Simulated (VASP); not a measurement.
**Rb: single point with LDA**

The system is Rb.

```
Rb
1.0
    -2.95451    2.95451    2.73085
     2.95451   -2.95451    2.73085
     2.95451    2.95451   -2.73085
Rb
1
Direct
  0.00000 0.00000 0.00000
```

This isn't the form of Rb at room conditions, which is bcc.

```yaml
Program: VASP 6.6.1
Task: single point
Functional: LDA
Potentials_or_basis: VASP PAW LDA potentials, release 64 (Rb_sv)
Cutoff: 520 eV
k_mesh: 7 × 7 × 7
Occupations: fermi-dirac, width 0.05 eV
Spin: no spin polarisation
Dipole_correction: no
Further_INCAR_settings: ALGO = Normal; EDIFF = 1e-06; NBANDS = 10
```

* Pressure: -0.5 GPa
* Band gap on the k mesh: none (metal or under the smearing width)

Levels at points of the mesh, in eV from the Fermi level:
| k point | band 3 | band 4 | band 5 | band 6 | band 7 | band 8 |
| --- | --- | --- | --- | --- | --- | --- |
| (0.00, 0.00, 0.00) | -12.93 | -12.93 | -1.92 | 3.29 | 3.69 | 3.69 |

It took 19 s on 1 thread of AMD EPYC 9R45 96-Core Processor (Zen 5), with other jobs on the host, peak memory 0.17 GiB.
